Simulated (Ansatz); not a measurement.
# Ru, one cell by several methods

```
Ru
1.0
     2.70580   -0.02706   -0.02706
    -1.37633    2.35682   -0.00990
    -0.04282   -0.04282    4.28190
Ru
2
Direct
  0.33333 0.66667 0.25000
  0.66667 0.33333 0.75000
```

Atom numbers follow the list: Ru1, Ru2.

The cell is COD entry 9017842, as deposited and not checked against the literature; nothing was relaxed. The listed cell was then made from it by scaling, straining or moving an atom.

Methods: DFT, PBE, PAW with Ansatz's default frozen-core files, scalar-relativistic (Ansatz 0.2.0); DFT, PBE, all-electron PAW with datasets made for the crystal, scalar-relativistic (Ansatz 0.2.0); DFT, PBE, all-electron LAPW, scalar-relativistic (Ansatz 0.2.0).

For PAW: a Γ-centred 14×14×8 k mesh, Fermi–Dirac smearing of 0.03 eV, cutoff 420 eV, no spin polarisation. The crystal-made all-electron datasets (AE datasets) take a cutoff of 340 eV at this cell. LAPW targets a basis error of 0.5 meV/atom. The Ansatz runs share mesh, smearing and spin set-up. Plane-wave (PAW) pressures include the program's estimate of the Pulay term.

Stress and pressure are positive in compression.

The change that made this cell: equal xy, yz and zx engineering shear strains of -2 %.

Spin–orbit coupling is left out, which moves gradients at and beside heavy atoms by some per cent and at worst by a factor of two.

In a metal, gradients converge slowly with the k mesh: the values move by tens of per cent from one mesh to another, at times in sign, so only the comparison on one mesh counts.

```
                             quantity    PAW  AE datasets   LAPW
                       pressure (GPa)   4.94         4.88   4.87
                      stress xx (GPa)   5.44         5.38   5.38
                      stress yy (GPa)   5.46         5.41   5.40
                      stress zz (GPa)   3.92         3.84   3.84
                      stress yz (GPa)   4.00         4.00   4.00
                      stress xz (GPa)   3.99         3.99   3.99
                      stress xy (GPa)   4.09         4.09   4.09
               force on Ru1, x (eV/Å)  0.096        0.096  0.096
field gradient Vzz at Ru1 (10²¹ V/m²)  -1.20        -1.32      –
```

PAW's pressure differs from the LAPW value by +0.07 GPa.
